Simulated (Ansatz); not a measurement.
# BP under changes of volume

One of the cells (11.682 Å³/atom); the others are scaled copies at fixed shape and fractional positions:

```
P B
1.0
     0.00000    2.26900    2.26900
     2.26900    0.00000    2.26900
     2.26900    2.26900    0.00000
P B
1 1
Direct
  0.75000 0.75000 0.75000
  0.00000 0.00000 0.00000
```

```yaml
Program: Ansatz 0.2.0
Functional: BHLYP
Potentials_or_basis: Ansatz PAW
Cutoff: "420 eV (not typed: the program's choice for these potentials)"
k_mesh: 5 × 5 × 5
Occupations: fermi-dirac, width 0.05 eV
Spin: no spin polarisation
```

| volume (Å³/atom) | energy over the lowest point (meV/atom) | pressure (GPa) | gap on the mesh (eV) |
| --- | --- | --- | --- |
| 10.981 | ? | ? | ? |
| 11.214 | 11.72 | 8.0 | 4.53 |
| 11.448 | 3.03 | 4.0 | 4.55 |
| 11.682 | 0.00 | 0.3 | 4.57 |
| 11.915 | 2.13 | -3.1 | 4.59 |
| 12.149 | 9.00 | -6.2 | 4.60 |
| 12.383 | 20.12 | -9.0 | 4.62 |

Task: What does the run at 10.981 Å³/atom give?

Result: Energy over the lowest point 26.57 meV/atom; pressure 12.5 GPa; gap on the mesh 4.51 eV.

Worked out: A Birch-Murnaghan fit of order 3 (a polynomial in V^(-2/3)) to the other rows has its minimum at 11.70 Å³/atom with B0 = V·E''(V) = 176 GPa and B' = 3.7. It gives 26.60 meV/atom at 10.981 Å³/atom, against the run's 26.57, and -dE/dV = 12.5 GPa, against 12.5. A straight line through the other rows of the gap, of slope 0.894 eV per unit of ln V, extrapolates to 4.51 eV, against the run's 4.51.

Energies are extrapolated to zero smearing.

Caveats: all runs use coarse meshes; odd divisions of the mesh miss points on the zone boundary, where band edges often lie, so the gap on the mesh can be too wide; the PAW data sets come from PBE, with cores solved anew for the run's functional, which leaves a small shift of forces and pressure; the thresholds are loose for stress.

A mesh can miss the band edges.
